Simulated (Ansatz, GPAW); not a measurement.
This is a calculation of BAs for GPAW 26.7.0 (ASE script). 

Contents of run.py:

```python
from ase.dft.bandgap import bandgap
from ase.io import read, write
from ase.units import GPa
from gpaw import GPAW, PW

atoms = read('BAs.xyz')

calc = GPAW(mode=PW(800),
            xc='PBE',
            kpts={'size': (10, 10, 10), 'gamma': True},
            occupations={'name': 'methfessel-paxton', 'order': 0, 'width': 0.014},
            nbands=11,
            convergence={'density': 1e-05, 'energy': 1e-05},
            maxiter=150,
            txt='gpaw.txt')
atoms.calc = calc
energy = atoms.get_potential_energy()
forces = atoms.get_forces()
stress = atoms.get_stress()
calc.write('gs.gpw')
write('result.traj', atoms)
print(f'Energy: {energy:.6f} eV')
print('Forces (eV/A):')
print(forces.round(4))
print('Stress (GPa):', (stress / GPa).round(3))
print('Fermi level:', round(calc.get_fermi_level(), 4), 'eV')
print(f'Gap: {bandgap(calc)[0]:.4f} eV, direct: {bandgap(calc, direct=True)[0]:.4f} eV')
```

Contents of BAs.xyz:

```xyz
2
Lattice="0.0000000000 2.3885000000 2.3885000000 2.3885000000 0.0000000000 2.3885000000 2.3885000000 2.3885000000 0.0000000000" Properties=species:S:1:pos:R:3 pbc="T T T"
As     3.5827500000      3.5827500000      3.5827500000
B      0.0000000000      0.0000000000      0.0000000000
```

Potentials or basis: GPAW PAW data sets (gpaw-data 1.2.1), pw.

Run with:

```console
$ OMP_NUM_THREADS=1 python run.py
```

Task: Translate it to Ansatz 0.2.0. Potentials or basis there: all-electron LAPW, scalar-relativistic.

Result: As run (cutoffs and basis follow the program's own potentials, and thresholds, step limits or extra output files can differ):

input.yaml

```yaml
crystal:
  lattice:
    - [0.0, 2.3885, 2.3885]
    - [2.3885, 0.0, 2.3885]
    - [2.3885, 2.3885, 0.0]
  atoms:
    - { symbol: As, position: [0.75, 0.75, 0.75] }
    - { symbol: B, position: [0.0, 0.0, 0.0] }
kpoints:
  mp_grid: { grid: [10, 10, 10] }
scf:
  occupations: { method: gaussian, width: 0.014 }
hamiltonian:
  xc: pbe
  pseudopotentials: { kind: all_electron, lapw: { basis_error: 0.001 } }
output:
  forces: true
  stress: true
  eigenvalues: true
```

Potentials or basis: all-electron LAPW, scalar-relativistic.

The run is started by

```bash
$ ansatz run input.yaml --threads 1 --pin off --max-ram 3072MiB --backend cpu --events-out ev --progress --plain --runs-dir out
```

Both were run:

|  | GPAW | Ansatz |
| --- | --- | --- |
| Pressure | 3.3 GPa | 2.7 GPa |

Where Ansatz's input types no cutoff or centring, it takes its own default and a Γ-centred mesh.

Pressure is positive in compression.
